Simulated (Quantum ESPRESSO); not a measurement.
# Br (Cmce) in Quantum ESPRESSO: settings compared

One crystal, Br, is run at these levels: PBE+D2, PBE; tasks: phonons.

Program: Quantum ESPRESSO 7.5. These are calculated values, not measurements. Logs are shortened: lines on timing, memory, paths and dates and some standing lists are left out, and cuts for length are marked.

## 1. The crystal as given

It takes space group Cmce (No. 64, orthorhombic). The conventional cell has a = 6.726 Å, b = 4.645 Å, c = 8.702 Å, α = 90.00°, β = 90.00°, γ = 90.00°. Br (site symmetry m) has 1 Br at 2.29 Å as nearest neighbours.

## 2. Phonons, PBE+D2

pw.in

```
&CONTROL
  calculation = 'scf'
  prefix = 'pwscf'
  outdir = './tmp'
  pseudo_dir = './pseudo'
  tprnfor = .true.
  tstress = .true.
  disk_io = 'low'
/
&SYSTEM
  ibrav = 0
  A = 4.08725936
  nat = 4
  ntyp = 1
  ecutwfc = 46
  nbnd = 21
  occupations = 'smearing'
  smearing = 'mp'
  degauss = 0.01469973
  vdw_corr = 'grimme-d2'
/
&ELECTRONS
  conv_thr = 8d-10
  electron_maxstep = 120
  mixing_beta = 0.5
/
ATOMIC_SPECIES
Br    79.9040 Br.upf
CELL_PARAMETERS alat
   0.8228618993   -0.5682414047    0.0000000000
   0.8228618993    0.5682414047    0.0000000000
   0.0000000000    0.0000000000    2.1291284045
ATOMIC_POSITIONS alat
Br     0.8228618993    0.1533115310    0.8305729906
Br     0.8228618993    0.4149298737    1.8951371929
Br     0.8228618993   -0.1533115310    1.2985554139
Br     0.8228618993   -0.4149298737    0.2339912117
K_POINTS automatic
4 4 2 1 1 1
```

relax.in

```
&CONTROL
  calculation = 'vc-relax'
  prefix = 'pwscf'
  outdir = './tmp'
  pseudo_dir = './pseudo'
  tprnfor = .true.
  tstress = .true.
  disk_io = 'low'
  nstep = 40
  forc_conv_thr = 0.0001
  etot_conv_thr = 1d-06
/
&SYSTEM
  ibrav = 0
  A = 4.08725936
  nat = 4
  ntyp = 1
  ecutwfc = 46
  nbnd = 21
  occupations = 'smearing'
  smearing = 'mp'
  degauss = 0.01469973
  vdw_corr = 'grimme-d2'
/
&ELECTRONS
  conv_thr = 8d-10
  electron_maxstep = 120
  mixing_beta = 0.5
/
&IONS
  ion_dynamics = 'bfgs'
/
&CELL
  cell_dynamics = 'bfgs'
  press = 0
  press_conv_thr = 0.2
/
ATOMIC_SPECIES
Br    79.9040 Br.upf
CELL_PARAMETERS alat
   0.8228618993   -0.5682414047    0.0000000000
   0.8228618993    0.5682414047    0.0000000000
   0.0000000000    0.0000000000    2.1291284045
ATOMIC_POSITIONS alat
Br     0.8228618993    0.1533115310    0.8305729906
Br     0.8228618993    0.4149298737    1.8951371929
Br     0.8228618993   -0.1533115310    1.2985554139
Br     0.8228618993   -0.4149298737    0.2339912117
K_POINTS automatic
4 4 2 1 1 1
```

scf2.in

```
&CONTROL
  calculation = 'scf'
  prefix = 'pwscf'
  outdir = './tmp'
  pseudo_dir = './pseudo'
  tprnfor = .true.
  tstress = .true.
  disk_io = 'low'
/
&SYSTEM
  ibrav = 0
  A = 3.96996543
  nat = 4
  ntyp = 1
  ecutwfc = 46
  nbnd = 21
  occupations = 'fixed'
  vdw_corr = 'grimme-d2'
/
&ELECTRONS
  conv_thr = 1d-13
  electron_maxstep = 120
  mixing_beta = 0.5
  startingpot = 'file'
  startingwfc = 'file'
/
ATOMIC_SPECIES
Br    79.9040 Br.upf
CELL_PARAMETERS alat
   0.8483541096   -0.5294292258    0.0000000000
   0.8483541096    0.5294292258    0.0000000000
   0.0000000000    0.0000000000    2.1590196697
ATOMIC_POSITIONS alat
Br     0.8483541096    0.1589516970    0.8234107355
Br     0.8483541096    0.3704775288    1.9029205706
Br     0.8483541096   -0.1589516970    1.3356089342
Br     0.8483541096   -0.3704775288    0.2560990993
K_POINTS automatic
4 4 2 1 1 1
```

ph.in

```
phonons of Br
&INPUTPH
  prefix = 'pwscf'
  outdir = './tmp'
  tr2_ph = 1d-16
  fildyn = 'dyn'
  niter_ph = 60
  alpha_mix(1) = 0.7
  epsil = .true.
/
0.0000000000 0.0000000000 0.0000000000
```

dynmat.in

```
&INPUT
  fildyn = 'dyn'
  asr = 'crystal'
  lperm = .true.
  filout = 'dynmat.disp'
  fileig = 'dynmat.eig'
/
```

dynmat_lo.in

```
&INPUT
  fildyn = 'dyn'
  asr = 'crystal'
  filout = 'dynmat_lo.disp'
  fileig = 'dynmat_lo.eig'
  q(1) = 0
  q(2) = 0
  q(3) = 1
/
```

relax_v0.99.in

```
&CONTROL
  calculation = 'relax'
  prefix = 'pwscf'
  outdir = './tmp'
  pseudo_dir = './pseudo'
  tprnfor = .true.
  tstress = .true.
  disk_io = 'low'
  nstep = 30
  forc_conv_thr = 0.0001
  etot_conv_thr = 1d-06
/
&SYSTEM
  ibrav = 0
  A = 3.95668786
  nat = 4
  ntyp = 1
  ecutwfc = 46
  nbnd = 21
  occupations = 'fixed'
  vdw_corr = 'grimme-d2'
/
&ELECTRONS
  conv_thr = 1d-13
  electron_maxstep = 120
  mixing_beta = 0.5
/
&IONS
  ion_dynamics = 'bfgs'
/
ATOMIC_SPECIES
Br    79.9040 Br.upf
CELL_PARAMETERS alat
   0.8483541084   -0.5294292251    0.0000000000
   0.8483541084    0.5294292251    0.0000000000
   0.0000000000    0.0000000000    2.1590196667
ATOMIC_POSITIONS alat
Br     0.8483541084    0.1589516968    0.8234107344
Br     0.8483541084    0.3704775283    1.9029205680
Br     0.8483541084   -0.1589516968    1.3356089323
Br     0.8483541084   -0.3704775283    0.2560990990
K_POINTS automatic
4 4 2 1 1 1
```

ph_v0.99.in

```
phonons at 0.99 of the volume
&INPUTPH
  prefix = 'pwscf'
  outdir = './tmp'
  tr2_ph = 1d-16
  fildyn = 'dyn_v0.99'
  niter_ph = 60
  alpha_mix(1) = 0.7
/
0.0000000000 0.0000000000 0.0000000000
```

relax_v1.01.in

```
&CONTROL
  calculation = 'relax'
  prefix = 'pwscf'
  outdir = './tmp'
  pseudo_dir = './pseudo'
  tprnfor = .true.
  tstress = .true.
  disk_io = 'low'
  nstep = 30
  forc_conv_thr = 0.0001
  etot_conv_thr = 1d-06
/
&SYSTEM
  ibrav = 0
  A = 3.98315478
  nat = 4
  ntyp = 1
  ecutwfc = 46
  nbnd = 21
  occupations = 'fixed'
  vdw_corr = 'grimme-d2'
/
&ELECTRONS
  conv_thr = 1d-13
  electron_maxstep = 120
  mixing_beta = 0.5
/
&IONS
  ion_dynamics = 'bfgs'
/
ATOMIC_SPECIES
Br    79.9040 Br.upf
CELL_PARAMETERS alat
   0.8483541098   -0.5294292259    0.0000000000
   0.8483541098    0.5294292259    0.0000000000
   0.0000000000    0.0000000000    2.1590196701
ATOMIC_POSITIONS alat
Br     0.8483541098    0.1589516970    0.8234107357
Br     0.8483541098    0.3704775289    1.9029205710
Br     0.8483541098   -0.1589516970    1.3356089344
Br     0.8483541098   -0.3704775289    0.2560990994
K_POINTS automatic
4 4 2 1 1 1
```

ph_v1.01.in

```
phonons at 1.01 of the volume
&INPUTPH
  prefix = 'pwscf'
  outdir = './tmp'
  tr2_ph = 1d-16
  fildyn = 'dyn_v1.01'
  niter_ph = 60
  alpha_mix(1) = 0.7
/
0.0000000000 0.0000000000 0.0000000000
```

Potentials or basis: PseudoDojo 0.4.1 SR PBE standard.

On the command line:

```bash
$ OMP_NUM_THREADS=1 pw.x -in pw.in > pw.out
$ OMP_NUM_THREADS=1 pw.x -in relax.in > relax.out
$ OMP_NUM_THREADS=1 pw.x -in scf2.in > scf2.out
$ OMP_NUM_THREADS=1 ph.x -in ph.in > ph.out
$ OMP_NUM_THREADS=1 dynmat.x -in dynmat.in > dynmat.out
$ OMP_NUM_THREADS=1 dynmat.x -in dynmat_lo.in > dynmat_lo.out
$ OMP_NUM_THREADS=1 pw.x -in relax_v0.99.in > relax_v0.99.out
$ OMP_NUM_THREADS=1 ph.x -in ph_v0.99.in > ph_v0.99.out
$ OMP_NUM_THREADS=1 pw.x -in relax_v1.01.in > relax_v1.01.out
$ OMP_NUM_THREADS=1 ph.x -in ph_v1.01.in > ph_v1.01.out
```

pw.out:

```text
This program is part of the open-source Quantum ESPRESSO suite
     for quantum simulation of materials; please cite
[... 9 lines left out ...]
     --------------------
     sticks:   dense  smooth     PW     G-vecs:    dense   smooth      PW
     Sum         817     817    237                38711    38711    6083

     Using Slab Decomposition

     bravais-lattice index     =            0
     lattice parameter (alat)  =       7.7238  a.u.
     unit-cell volume          =     917.4552 (a.u.)^3
     number of atoms/cell      =            4
     number of atomic types    =            1
     number of electrons       =        28.00
     number of Kohn-Sham states=           21
     kinetic-energy cutoff     =      46.0000  Ry
     charge density cutoff     =     184.0000  Ry
     scf convergence threshold =      8.0E-10
     mixing beta               =       0.5000
     number of iterations used =            8  plain     mixing
     Exchange-correlation= PBE
                           (   1   4   3   4   0   0   0)

     celldm(1)=   7.723801  celldm(2)=   0.000000  celldm(3)=   0.000000
     celldm(4)=   0.000000  celldm(5)=   0.000000  celldm(6)=   0.000000

     crystal axes: (cart. coord. in units of alat)
               a(1) = (   0.822862  -0.568241   0.000000 )
               a(2) = (   0.822862   0.568241   0.000000 )
               a(3) = (   0.000000   0.000000   2.129128 )

     reciprocal axes: (cart. coord. in units 2 pi/alat)
               b(1) = (  0.607635 -0.879908  0.000000 )
               b(2) = (  0.607635  0.879908 -0.000000 )
               b(3) = ( -0.000000  0.000000  0.469676 )

     PseudoPot. # 1 for Br read from file:
     Br.upf
     Pseudo is Norm-conserving + core correction, Zval =  7.0
     Generated using ONCVPSP code by D. R. Hamann
     Using radial grid of 1098 points,  6 beta functions with:
                l(1) =   0
                l(2) =   0
                l(3) =   1
                l(4) =   1
                l(5) =   2
                l(6) =   2

     atomic species   valence    mass     pseudopotential
     Br                7.00    79.90400     Br( 1.00)

      8 Sym. Ops., with inversion, found ( 4 have fractional translation)

   Cartesian axes

     site n.     atom                  positions (alat units)
         1        Br     tau(   1) = (   0.8228619   0.1533115   0.8305730  )
         2        Br     tau(   2) = (   0.8228619   0.4149299   1.8951372  )
         3        Br     tau(   3) = (   0.8228619  -0.1533115   1.2985554  )
         4        Br     tau(   4) = (   0.8228619  -0.4149299   0.2339912  )

     -------------------------------------------------
     Parameters for Dispersion (Grimme-D2) Correction:
     -------------------------------------------------
       atom      VdW radius       C_6

        Br         3.305        432.600

     number of k points=     6  Methfessel-Paxton smearing, width (Ry)=  0.0147
                       cart. coord. in units 2pi/alat
        k(    1) = (   0.1519088   0.0000000   0.1174189), wk =   0.2500000
        k(    2) = (   0.3038177   0.2199769   0.1174189), wk =   0.5000000
        k(    3) = (  -0.1519088  -0.4399539   0.1174189), wk =   0.5000000
        k(    4) = (   0.0000000  -0.2199769   0.1174189), wk =   0.2500000
        k(    5) = (   0.4557265  -0.0000000   0.1174189), wk =   0.2500000
        k(    6) = (   0.0000000  -0.6599308   0.1174189), wk =   0.2500000

     Dense  grid:    38711 G-vectors     FFT dimensions: (  36,  36,  72)

     Initial potential from superposition of free atoms

     starting charge      27.9999, renormalised to      28.0000
     Starting wfcs are   16 randomized atomic wfcs +    5 random wfcs

     Self-consistent Calculation

     iteration #  1     ecut=    46.00 Ry     beta= 0.50
     Davidson diagonalization with overlap
     ethr =  1.00E-02,  avg # of iterations =  7.0

     Threshold (ethr) on eigenvalues was too large:
     Diagonalizing with lowered threshold

     Davidson diagonalization with overlap
     ethr =  3.14E-04,  avg # of iterations =  5.5

     total energy              =    -125.90075774 Ry
     estimated scf accuracy    <       0.08398626 Ry

     iteration #  2     ecut=    46.00 Ry     beta= 0.50
     Davidson diagonalization with overlap
     ethr =  3.00E-04,  avg # of iterations =  1.0

     total energy              =    -125.90013281 Ry
     estimated scf accuracy    <       0.01189533 Ry

     iteration #  3     ecut=    46.00 Ry     beta= 0.50
     Davidson diagonalization with overlap
     ethr =  4.25E-05,  avg # of iterations =  2.5

     total energy              =    -125.90118449 Ry
     estimated scf accuracy    <       0.00017823 Ry

     iteration #  4     ecut=    46.00 Ry     beta= 0.50
     Davidson diagonalization with overlap
     ethr =  6.37E-07,  avg # of iterations =  8.8

     total energy              =    -125.90122243 Ry
     estimated scf accuracy    <       0.00002581 Ry

     iteration #  5     ecut=    46.00 Ry     beta= 0.50
     Davidson diagonalization with overlap
     ethr =  9.22E-08,  avg # of iterations =  2.0

     total energy              =    -125.90122508 Ry
     estimated scf accuracy    <       0.00000097 Ry

     iteration #  6     ecut=    46.00 Ry     beta= 0.50
     Davidson diagonalization with overlap
     ethr =  3.46E-09,  avg # of iterations =  1.8

     total energy              =    -125.90122524 Ry
     estimated scf accuracy    <       0.00000003 Ry

     iteration #  7     ecut=    46.00 Ry     beta= 0.50
     Davidson diagonalization with overlap
     ethr =  1.02E-10,  avg # of iterations =  2.8

     total energy              =    -125.90122525 Ry
     estimated scf accuracy    <          5.7E-09 Ry

     iteration #  8     ecut=    46.00 Ry     beta= 0.50
     Davidson diagonalization with overlap
     ethr =  2.02E-11,  avg # of iterations =  2.2

     total energy              =    -125.90122525 Ry
     estimated scf accuracy    <          3.4E-09 Ry

     iteration #  9     ecut=    46.00 Ry     beta= 0.50
     Davidson diagonalization with overlap
     ethr =  1.21E-11,  avg # of iterations =  2.0

     End of self-consistent calculation

          k = 0.1519 0.0000 0.1174 (  4855 PWs)   bands (ev):

   -14.3071 -14.0938 -11.4188 -10.9673  -3.2433  -2.6026  -0.5806  -0.5265
    -0.4348  -0.3456   0.6456   1.0522   1.4142   1.5049   3.4998   3.9593
     8.3106   8.6734   9.3854  10.2851  10.9556

          k = 0.3038 0.2200 0.1174 (  4829 PWs)   bands (ev):

   -14.1725 -14.0314 -11.3359 -11.0538  -3.2418  -2.8162  -1.4616  -1.2314
    -0.5963  -0.4832   0.7151   1.1248   1.2427   1.4484   3.6744   3.9623
     9.1659   9.4063  10.0238  10.1778  10.7503

          k =-0.1519-0.4400 0.1174 (  4818 PWs)   bands (ev):

   -14.0818 -14.0594 -11.2494 -11.2027  -3.1805  -3.0603  -1.4890  -1.4035
    -0.7560  -0.5680   0.9416   1.0568   1.3615   1.4482   3.9183   3.9706
     9.1122   9.3879  10.3095  11.1707  11.4654

          k = 0.0000-0.2200 0.1174 (  4845 PWs)   bands (ev):

   -14.2553 -14.0869 -11.3954 -11.0477  -3.2864  -2.7286  -1.0773  -0.7214
    -0.3865  -0.2915   0.9091   1.3312   1.3469   1.4917   3.6141   4.0579
     8.3473   8.8471  10.1983  10.1993  10.8418

          k = 0.4557-0.0000 0.1174 (  4829 PWs)   bands (ev):

   -14.1527 -13.9745 -11.3133 -10.9544  -3.1452  -2.7164  -1.7310  -1.3300
    -0.8672  -0.6796   0.4062   0.7496   0.9893   1.4335   3.4946   3.7830
     9.2736   9.5576   9.8820  10.2935  10.9346

          k = 0.0000-0.6599 0.1174 (  4838 PWs)   bands (ev):

   -14.0879 -13.9757 -11.2736 -11.0582  -3.1442  -2.8821  -1.7265  -1.2843
    -1.2803  -0.9158   0.6220   0.7488   1.2698   1.4067   3.6439   3.8557
     9.6284   9.9903  10.1346  10.6974  11.0227

     the Fermi energy is     2.5333 ev

!    total energy              =    -125.90122526 Ry
     estimated scf accuracy    <          5.6E-11 Ry
     smearing contrib. (-TS)   =       0.00000000 Ry
     internal energy E=F+TS    =    -125.90122526 Ry

     The total energy is F=E-TS. E is the sum of the following terms:
     one-electron contribution =     -14.39096920 Ry
     hartree contribution      =      17.56233920 Ry
     xc contribution           =     -41.22208827 Ry
     ewald contribution        =     -87.79805415 Ry
     Dispersion Correction     =      -0.05245285 Ry

     convergence has been achieved in   9 iterations

     Forces acting on atoms (cartesian axes, Ry/au):

     atom    1 type  1   force =    -0.00000000    0.01785534   -0.02757692
     atom    2 type  1   force =    -0.00000000   -0.01785534   -0.02757692
     atom    3 type  1   force =     0.00000000   -0.01785534    0.02757692
     atom    4 type  1   force =    -0.00000000    0.01785534    0.02757692

     Total force =     0.065705     Total SCF correction =     0.000015

     Computing stress (Cartesian axis) and pressure

          total   stress  (Ry/bohr**3)                   (kbar)     P=        7.17
  -0.00003432   0.00000000   0.00000000           -5.05        0.00        0.00
  -0.00000000   0.00002386   0.00000000           -0.00        3.51        0.00
   0.00000000   0.00000000   0.00015660            0.00        0.00       23.04

=------------------------------------------------------------------------------=
   JOB DONE.
=------------------------------------------------------------------------------=
```

Wall time 19 min (1 thread of Arm Neoverse V1, shared host); peak memory 0.09 GiB.

What came out:

```
Free energy                             : -1713.1146 eV
Relaxed volume                          : 30.34 Å³/atom
Relaxed cell                            : a = 3.970 Å, b = 3.970 Å, c = 8.571 Å, α = 90.00°, β = 90.00°, γ = 63.93°
Space group after relaxing (to 0.05 Å)  : Cmce (No. 64)
Pressure after relaxing                 : 0.0 GPa
Electronic dielectric tensor (diagonal) : 2.83, 7.06, 14.22
Born charges (mean of the diagonal)     : Br +0.04 e
Highest phonon frequency at Γ           : 249 cm⁻¹
Most unstable mode                      : 54i cm⁻¹
```

The path:
| step | energy change (eV) | largest force (eV/Å) | pressure (GPa) | volume (Å³) |
| --- | --- | --- | --- | --- |
| 1 | 0.0000 | 0.8447 | 0.72 | 135.95 |
| 2 | -0.0442 | 0.3256 | -0.36 | 136.45 |
| 3 | -0.0555 | 0.0987 | -0.83 | 136.10 |
| 4 | -0.0638 | 0.0285 | -1.07 | 135.06 |
| 5 | -0.0715 | 0.0842 | -1.16 | 133.87 |
| 6 | -0.0823 | 0.1298 | -1.20 | 132.09 |
| 7 | -0.0972 | 0.1656 | -1.14 | 129.45 |
| 8 | -0.1145 | 0.1912 | -0.88 | 125.57 |
| 9 | -0.1232 | 0.2067 | -0.09 | 120.01 |
| 10 | -0.1269 | 0.1500 | -0.22 | 121.43 |
| 11 | -0.1304 | 0.0698 | -0.07 | 121.81 |
| 12 | -0.1324 | 0.0722 | 0.16 | 121.44 |
| 13 | -0.1336 | 0.0894 | 0.28 | 120.94 |
| 14 | -0.1350 | 0.0906 | 0.34 | 120.49 |
| 15 | -0.1371 | 0.0735 | 0.34 | 120.03 |
| 16 | -0.1388 | 0.0393 | 0.22 | 119.91 |
| 17 | -0.1392 | 0.0281 | 0.10 | 120.20 |
| 18 | -0.1395 | 0.0315 | 0.00 | 120.55 |
| 19 | -0.1397 | 0.0359 | -0.06 | 120.83 |
| 20 | -0.1400 | 0.0380 | -0.10 | 121.12 |
| 21 | -0.1404 | 0.0365 | -0.12 | 121.44 |
| 22 | -0.1409 | 0.0282 | -0.11 | 121.77 |
| 23 | -0.1412 | 0.0135 | -0.06 | 121.89 |
| 24 | -0.1412 | 0.0063 | -0.03 | 121.81 |
| 25 | -0.1413 | 0.0027 | 0.00 | 121.67 |
| 26 | -0.1413 | 0.0056 | 0.02 | 121.54 |
| 27 | -0.1413 | 0.0078 | 0.04 | 121.42 |
| 28 | -0.1414 | 0.0091 | 0.05 | 121.30 |
| 29 | -0.1415 | 0.0080 | 0.05 | 121.23 |
| 30 | -0.1416 | 0.0037 | 0.02 | 121.27 |
| 31 | -0.1416 | 0.0014 | 0.01 | 121.35 |

Final structure:
```xyz
4
Lattice="3.3679 -2.1018 0.0000 3.3679 2.1018 0.0000 0.0000 0.0000 8.5712" Properties=species:S:1:pos:R:3 pbc="T T T"
Br    3.3679    0.6310    3.2689
Br    3.3679    1.4708    7.5545
Br    3.3679   -0.6310    5.3023
Br    3.3679   -1.4708    1.0167
```

Phonon frequencies in cm⁻¹ (negative: imaginary):
```csv
q point,frequencies
"(0.000, 0.000, 0.000)",-54 -1 0 2 43 55 80 86 108 119 225 249
```

Electronic dielectric tensor:
```
 2.83  0.00  0.00
 0.00  7.06  0.00
 0.00  0.00 14.22
```

Born effective charge tensors (e):
atom 1, Br
```
 0.00  0.00  0.00
 0.00  0.05 -1.15
 0.00 -2.17  0.06
```
atom 2, Br
```
0.00 0.00 0.00
0.00 0.05 1.15
0.00 2.17 0.06
```
atom 3, Br
```
 0.00  0.00  0.00
 0.00  0.05 -1.15
 0.00 -2.17  0.06
```
atom 4, Br
```
0.00 0.00 0.00
0.00 0.05 1.15
0.00 2.17 0.06
```

Mode Grüneisen parameters of phonons at Γ, in order of frequency: n/a, n/a, n/a, n/a, 2.16, 1.39, 3.73, 1.77, 1.70, 1.60, -0.19, -0.15

Optical modes at Γ, degenerate ones joined, polar ones without the macroscopic field:
```tsv
cm⁻¹	components	symmetry	active in	IR intensity, summed ((D/Å)²/amu)
54i	1	B1u	IR	5.45
43	1	Au	silent	0.00
55	1	B1g	Raman	0.00
80	1	B3u	IR	1.54
86	1	B3g	Raman	0.00
108	1	Ag	Raman	0.00
119	1	B2g	Raman	0.00
225	1	Ag	Raman	0.00
249	1	B2g	Raman	0.00
```

Zone-centre frequencies without and with the macroscopic field along z (cm⁻¹):
```csv
,optical modes in rising order
without,54i 43 55 80 86 108 119 225 249
with the field,43 55 62 80 86 108 119 225 249
```

Frequencies at 99 % and 101 % of the volume (pressures 0.2 and -0.2 GPa), ions relaxed:
| mode | 99 % (cm⁻¹) | 101 % (cm⁻¹) | Grüneisen parameter |
| --- | --- | --- | --- |
| 5 | 44.4 | 42.5 | 2.16 |
| 6 | 56.2 | 54.7 | 1.39 |
| 7 | 82.8 | 76.8 | 3.73 |
| 8 | 88.1 | 85.0 | 1.77 |
| 9 | 110.2 | 106.5 | 1.70 |
| 10 | 120.9 | 117.1 | 1.60 |
| 11 | 225.0 | 225.8 | -0.19 |
| 12 | 248.7 | 249.4 | -0.15 |

Caveat: the mesh is thin for the dielectric tensor, Born charges and intensities, which usually come out too large; some modes are imaginary; the shifted mesh misses Γ, where the gap is smaller or closed, so treating the crystal as an insulator may be wrong and the dielectric response too small; this smearing can shift energies of a crystal with a gap; the Born charges break their sum rule by 0.15 e, a sign of too thin a mesh.

(Part 1 of 2 ends here.)
